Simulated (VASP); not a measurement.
Wanted: the native input for a VASP 6.6.1 run.

| Quantity | Value |
| --- | --- |
| Task | relaxation of cell and atoms |
| Functional | r2SCAN |
| Potentials or basis | VASP PAW PBE potentials, release 64 (Pt) |
| Cutoff | 600 eV |
| k mesh | 18 × 18 × 18 |
| Occupations | gaussian, width 0.1 eV |
| Spin | no spin polarisation |
| Further INCAR settings | ALGO = Normal; EDIFF = 1e-07; IBRION = 2; EDIFFG = -0.005; NSW = 90; ISIF = 3 |

The structure of Pt lies in POSCAR:

```
Pt
1.0
   -1.5570610900      1.5570610900      1.5570610900
    1.5570610900     -1.5570610900      1.5570610900
    1.5570610900      1.5570610900     -1.5570610900
Pt
1
Direct
    0.0000000000      0.0000000000      0.0000000000
```

This isn't the form of Pt at room conditions, which is fcc.

These files were run (other wordings do the same):

INCAR

```
SYSTEM = Pt
PREC     = Accurate       ! precision mode
ENCUT    = 600            ! plane-wave cutoff, eV
EDIFF    = 1E-7           ! SCF threshold, eV
ISMEAR   = 0              ! smearing method
SIGMA    = 0.1            ! smearing width, eV
LREAL    = .False.        ! projectors in reciprocal space
LASPH    = .True.         ! aspherical terms in the spheres
NELM     = 80             ! most SCF steps
ALGO     = Normal         ! electronic algorithm
ISIF     = 3              ! what is computed and relaxed
LWAVE    = .False.        ! write WAVECAR
LCHARG   = .False.        ! write CHGCAR
METAGGA  = R2SCAN         ! meta-GGA
LMIXTAU  = .True.       
IBRION   = 2              ! ionic algorithm
NSW      = 90             ! ionic steps
EDIFFG   = -0.005         ! ionic threshold
```

KPOINTS

```
Automatic mesh
0
Gamma
  18 18 18
  0 0 0
```

Potentials or basis: VASP PAW PBE potentials, release 64 (Pt).

Run with:

```bash
$ cat potpaw_PBE.64/Pt/POTCAR > POTCAR
$ mpirun -np 1 vasp_std > vasp.out
```

Results of the run:

* Relaxed volume: 15.51 Å³/atom
* Relaxed cell: a = 2.721 Å, b = 2.721 Å, c = 2.721 Å, α = 109.47°, β = 109.47°, γ = 109.47°
* Space group after relaxing (to 0.05 Å): Im-3m (No. 229)
* Energy gained by relaxing: 9.1 meV/atom
* Ionic steps: 4
* Pressure after relaxing: 0.0 GPa
* Band gap on the k mesh: none (metal or under the smearing width)

Caveat: the PAW data sets were made with another functional, which shifts forces and pressure a little.

Run time: 5 min on 1 thread of AMD EPYC 9R45 96-Core Processor (Zen 5) (shared host), peak memory 0.15 GiB.
